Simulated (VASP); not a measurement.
Runs of VASP 6.6.1 on BAs. The structure is cubic, space group F-43m (No. 216). Conventional cell: a = 4.777 Å, b = 4.777 Å, c = 4.777 Å, α = 90.00°, β = 90.00°, γ = 90.00°. As (site symmetry -43m) has 4 B at 2.07 Å as nearest neighbours. B (site symmetry -43m) has 4 As at 2.07 Å as nearest neighbours. 

```tsv
task	level	potentials or basis	spin	cell	k mesh	cutoff (eV)	gap on the mesh (eV)	pressure (GPa)
band structure	PBEsol	VASP PAW PBE potentials, release 64 (As, B)	off	as given	10 × 10 × 10	520	1.08	-
relaxation of cell and atoms	PBEsol	VASP PAW PBE potentials, release 64 (As, B)	off	relaxed	10 × 10 × 10	600	1.08	0.1
relaxation of cell and atoms	PW91	VASP PAW PBE potentials, release 64 (As, B)	off	relaxed	10 × 10 × 10	600	1.22	0.0
band structure	LDA	VASP PAW LDA potentials, release 64 (As, B)	off	as given	10 × 10 × 10	520	(a)	-
band structure	LDA	VASP PAW LDA potentials, release 64 (As, B)	SOC, no magnetisation	as given	7 × 7 × 7	520	-	-3.1
```

Alike in all rows: smearing fermi-dirac 0.05 eV.

Fill in the values left out.

(a) 1.12.

Caveats: the PAW data sets were made with another functional, which shifts forces and pressure a little (some runs); the relaxation stopped at its first step, so nothing moved (some runs).

A k mesh can miss the band edges, and rows without SOC leave out spin-orbit coupling on As.

Runs at the PBE level aren't shown here.
